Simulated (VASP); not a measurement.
# CoSi (P2_13) in VASP: notebook, part 2 of 2

VASP 6.6.1.

## (4) Relaxation of cell and atoms, PBE

File INCAR:

```
PREC = Accurate ; ENCUT = 600
EDIFF = 1E-6 ; ISMEAR = 0
SIGMA = 0.1 ; LREAL = False
LASPH = True ; NELM = 100
ALGO = Fast ; ISIF = 3
LWAVE = False ; LCHARG = False
GGA = PE ; IBRION = 2
NSW = 60 ; EDIFFG = -0.04
```

File KPOINTS:

```
Automatic mesh
0
Gamma
  4 4 4
```

File POSCAR:

```
CoSi
1.0
    4.3831180000      0.0000000000      0.0000000000
    0.0000000000      4.3831180000      0.0000000000
    0.0000000000      0.0000000000      4.3831180000
Co Si
4 4
Direct
    0.8540970000      0.6459030000      0.3540970000
    0.6459030000      0.3540970000      0.8540970000
    0.3540970000      0.8540970000      0.6459030000
    0.1459030000      0.1459030000      0.1459030000
    0.1565390000      0.3434610000      0.6565390000
    0.3434610000      0.6565390000      0.1565390000
    0.6565390000      0.1565390000      0.3434610000
    0.8434610000      0.8434610000      0.8434610000
```

Potentials or basis: VASP PAW PBE potentials, release 64 (Co, Si).

Started as:

```sh
$ cat potpaw_PBE.64/Co/POTCAR potpaw_PBE.64/Si/POTCAR > POTCAR
$ mpirun -np 1 vasp_std > vasp.out
```

OUTCAR:

```text
PREC = Accurate
   ENCUT = 600
   EDIFF = 1E-6
   ISMEAR = 0
   LREAL = False
   LASPH = True
   NELM = 100
   ISIF = 3
   GGA = PE
   IBRION = 2
   NSW = 60
   EDIFFG = -0.04

 ion  position               nearest neighbor table
   1  0.854  0.646  0.354-   5 2.30   6 2.31   7 2.31   8 2.31   7 2.40   6 2.40   8 2.40   2 2.70
                             2 2.70   3 2.70   4 2.70   3 2.70   4 2.70
   2  0.646  0.354  0.854-   6 2.30   5 2.31   7 2.31   8 2.31   5 2.40   8 2.40   7 2.40   1 2.70
                             1 2.70   3 2.70   3 2.70   4 2.70   4 2.70
   3  0.354  0.854  0.646-   7 2.30   6 2.31   5 2.31   8 2.31   5 2.40   8 2.40   6 2.40   1 2.70
                             4 2.70   2 2.70   2 2.70   1 2.70   4 2.70
   4  0.146  0.146  0.146-   8 2.30   6 2.31   7 2.31   5 2.31   7 2.40   6 2.40   5 2.40   2 2.70
                             3 2.70   1 2.70   3 2.70   1 2.70   2 2.70
   5  0.157  0.343  0.657-   1 2.30   2 2.31   3 2.31   4 2.31   3 2.40   2 2.40   4 2.40   8 2.71
                             6 2.71   6 2.71   8 2.71   7 2.71   7 2.71
   6  0.343  0.657  0.157-   2 2.30   1 2.31   3 2.31   4 2.31   1 2.40   4 2.40   3 2.40   8 2.71
                             5 2.71   5 2.71   7 2.71   7 2.71   8 2.71
   7  0.657  0.157  0.343-   3 2.30   2 2.31   1 2.31   4 2.31   1 2.40   4 2.40   2 2.40   8 2.71
                             8 2.71   5 2.71   6 2.71   6 2.71   5 2.71
   8  0.843  0.843  0.843-   4 2.30   2 2.31   3 2.31   1 2.31   3 2.40   2 2.40   1 2.40   5 2.71
                             6 2.71   7 2.71   7 2.71   5 2.71   6 2.71

  LATTYP: Found a simple cubic cell.
 ALAT       =     4.3831180000

  Lattice vectors:

 A1 = (   4.3831180000,   0.0000000000,   0.0000000000)
 A2 = (   0.0000000000,   4.3831180000,   0.0000000000)
 A3 = (   0.0000000000,   0.0000000000,   4.3831180000)

Analysis of symmetry for initial positions (statically):
=====================================================================
 Subroutine PRICEL returns:
 Original cell was already a primitive cell.

 Routine SETGRP: Setting up the symmetry group for a
 simple cubic supercell.

 Subroutine GETGRP returns: Found 12 space group operations
 (whereof  3 operations were pure point group operations)
 out of a pool of 48 trial point group operations.
[... 130 lines left out ...]
   ISMEAR =     0;   SIGMA  =   0.10  broadening in eV -4-tet -1-fermi 0-gaus
   EFERMI_NEDOS =   21; number of points for ismear=-14 and -15
   IALGO  =     68    algorithm
   IMIX   =      4    mixing-type and parameters
     AMIX     =   0.40;   BMIX     =  1.00
     AMIX_MAG =   1.60;   BMIX_MAG =  1.00
  volume/ion in A,a.u.               =      10.53        71.03
  Fermi-wavevector in a.u.,A,eV,Ry     =   1.394096  2.634460 26.442985  1.943505
  Thomas-Fermi vector in A             =   2.517679
   LORBIT       =      0    0 simple, 1 ext, 2 COOP (PROOUT), +10 PAW based schemes
   GGA     = PE    functional components
   LHFCALC =     F    Hartree Fock is set to
   AEXX    =    0.0000 exact exchange contribution
   IVDW    =     0    specifies the selected vdW correction
   LEPSILON=     F    determine dielectric tensor
   LRPA    =     F    only Hartree local field effects (RPA)
 conjugate gradient relaxation of ions
 non-spin polarized calculation
 RMM-DIIS sequential band-by-band and
 Gauss-broadening in eV      SIGMA  =   0.10
  energy-cutoff  :      600.00
  volume of cell :       84.21
 maximum number of plane-waves:      2832
 NGX is ok and might be reduce to    36
   NGX = 17   NGY = 17   NGZ = 17

--------------------------------------- Ionic step        1  -------------------------------------------

 number of electron      51.9999987 magnetization

 Free energy of the ion-electron system (eV)
  ---------------------------------------------------
  ext. energy  EPLUGINS =         0.00000000
  ---------------------------------------------------
  free energy    TOTEN  =       -54.69754633 eV

  energy without entropy =      -54.68970925  energy(sigma->0) =      -54.69362779

------------------------ aborting loop because EDIFF is reached ----------------------------------------

  FORCE on cell =-STRESS in cart. coord.  units (eV):
  Direction    XX          YY          ZZ          XY          YZ          ZX
  --------------------------------------------------------------------------------------
  -------------------------------------------------------------------------------------
  Total        3.9785075      3.9785075      3.9785075      0.0000000      0.0000000     -0.0000000
  in kB       75.6974545     75.6974545     75.6974545      0.0000000      0.0000000     -0.0000000
  external PRESSURE =      75.6974545 kB  Pullay stress =       0.0000000 kB
[... 155 lines left out ...]
--------------------------------------- Ionic step        5  -------------------------------------------

 number of electron      52.0000002 magnetization

 Free energy of the ion-electron system (eV)
  ---------------------------------------------------
  ext. energy  EPLUGINS =         0.00000000
  ---------------------------------------------------
  free energy    TOTEN  =       -54.75879605 eV

  energy without entropy =      -54.75074210  energy(sigma->0) =      -54.75476907

 E-fermi :  12.1464     XC(G=0): -12.8768

 val. band max:       12.1310533705   @ k =   0.0000   0.0000   0.0000
 cond. band min:      12.3960032996   @ k =   0.5000   0.5000   0.2500
 fundamental gap:      0.2649499292
 Fermi energy:        12.1464272043

 k-point     1 :       0.0000    0.0000    0.0000
  band No.  band energies     occupation
      1      -1.5517      2.00000
      2       3.9490      2.00000
      3       3.9490      2.00000
      4       3.9490      2.00000
      5       6.6503      2.00000
      6       6.6503      2.00000
[... 398 lines left out ...]
  FREE ENERGIE OF THE ION-ELECTRON SYSTEM (eV)
  ---------------------------------------------------
  free  energy   TOTEN  =       -54.7587960487 eV

  energy  without entropy=      -54.7507420962  energy(sigma->0) =      -54.75476907

 reached required accuracy - stopping structural energy minimisation
```

CONTCAR:

```text
CoSi
   1.00000000000000
     4.4279570715102334   -0.0000000000000000   -0.0000000000000000
     0.0000000000000000    4.4279570715102334    0.0000000000000000
    -0.0000000000000000    0.0000000000000000    4.4279570715102334
  Co              Si
     4     4
Direct
     0.8543032779437347    0.6456967220562653    0.3543032779437347
     0.6456967220562653    0.3543032779437347    0.8543032779437347
     0.3543032779437347    0.8543032779437347    0.6456967220562653
     0.1456967220562653    0.1456967220562653    0.1456967220562653
     0.1566089236682889    0.3433910763317111    0.6566089236682889
     0.3433910763317111    0.6566089236682889    0.1566089236682889
     0.6566089236682889    0.1566089236682889    0.3433910763317111
     0.8433910763317111    0.8433910763317111    0.8433910763317111

  0.00000000E+00  0.00000000E+00  0.00000000E+00
  0.00000000E+00  0.00000000E+00  0.00000000E+00
  0.00000000E+00  0.00000000E+00  0.00000000E+00
  0.00000000E+00  0.00000000E+00  0.00000000E+00
  0.00000000E+00  0.00000000E+00  0.00000000E+00
  0.00000000E+00  0.00000000E+00  0.00000000E+00
  0.00000000E+00  0.00000000E+00  0.00000000E+00
  0.00000000E+00  0.00000000E+00  0.00000000E+00
```

It took 88 s on 1 thread of AMD EPYC 9R45 (Zen 5), shared host; peak memory 0.19 GiB.

Results:

| Quantity | Value |
| --- | --- |
| Free energy | -54.7588 eV |
| Relaxed volume | 10.85 Å³/atom |
| Relaxed cell | a = 4.428 Å, b = 4.428 Å, c = 4.428 Å, α = 90.00°, β = 90.00°, γ = 90.00° |
| Space group after relaxing (to 0.05 Å) | P2_13 (No. 198) |
| Energy gained by relaxing | 7.7 meV/atom |
| Ionic steps | 5 |
| Pressure after relaxing | 0.2 GPa |
| Largest force after relaxing | 0.031 eV/Å |
| Band gap on the k mesh | none (metal or under the smearing width) |

Forces in eV/Å, atoms in the order of the input:
```
Co   0.018 -0.018  0.018
Co  -0.018  0.018  0.018
Co   0.018  0.018 -0.018
Co  -0.018 -0.018 -0.018
Si   0.006 -0.006  0.006
Si  -0.006  0.006  0.006
Si   0.006  0.006 -0.006
Si  -0.006 -0.006 -0.006
```

The path:
| step | energy change (eV) | largest force (eV/Å) | pressure (GPa) | volume (Å³) |
| --- | --- | --- | --- | --- |
| 1 | 0.0000 | 0.0196 | 7.57 | 84.21 |
| 2 | 0.0336 | 0.1218 | -7.91 | 90.41 |
| 3 | -0.0609 | 0.0468 | -0.03 | 86.86 |
| 4 | -0.0609 | 0.0457 | 0.12 | 86.80 |
| 5 | -0.0612 | 0.0308 | 0.19 | 86.82 |

Final structure:
```yaml
crystal:
  lattice:
    - [4.42796, 0.00000, 0.00000]
    - [0.00000, 4.42796, 0.00000]
    - [0.00000, 0.00000, 4.42796]
  atoms:
    - { symbol: Co, position: [0.85430, 0.64570, 0.35430] }
    - { symbol: Co, position: [0.64570, 0.35430, 0.85430] }
    - { symbol: Co, position: [0.35430, 0.85430, 0.64570] }
    - { symbol: Co, position: [0.14570, 0.14570, 0.14570] }
    - { symbol: Si, position: [0.15661, 0.34339, 0.65661] }
    - { symbol: Si, position: [0.34339, 0.65661, 0.15661] }
    - { symbol: Si, position: [0.65661, 0.15661, 0.34339] }
    - { symbol: Si, position: [0.84339, 0.84339, 0.84339] }
```

Levels at points of the mesh, in eV from the Fermi level:
| k point | band 23 | band 24 | band 25 | band 26 | band 27 | band 28 | band 29 | band 30 |
| --- | --- | --- | --- | --- | --- | --- | --- | --- |
| (0.00, 0.00, 0.00) | -0.79 | -0.79 | -0.02 | -0.02 | -0.02 | 2.49 | 2.49 | 2.49 |
| (0.50, 0.00, 0.00) | -0.65 | -0.65 | -0.49 | -0.49 | 1.00 | 1.00 | 1.49 | 1.49 |
| (0.50, 0.50, 0.00) | -1.00 | -1.00 | -0.04 | -0.04 | 0.58 | 0.58 | 2.00 | 2.00 |
| (0.50, 0.50, 0.50) | -1.23 | -1.23 | -0.23 | -0.23 | -0.23 | -0.23 | 5.41 | 5.41 |

Spin polarisation is off, so any magnetic state and its effect on volume and gap are missing.

## (5) The runs side by side

```csv
task,cell,cutoff (eV),gap on the mesh (eV),pressure (GPa),largest force (eV/Å)
single point,"P2_13, 10.53 Å³/atom",520,none,7.6,0.02
single point,"P2_13, 10.86 Å³/atom",520,none,0.1,0.02
relaxation of cell and atoms,relaxed,600,none,0.2,0.03
```

Alike in all rows: level PBE; potentials or basis VASP PAW PBE potentials, release 64 (Co, Si); no spin polarisation; k mesh 4 × 4 × 4; smearing gaussian 0.1 eV.

Absolute energies hang on the potentials; compare differences alone.
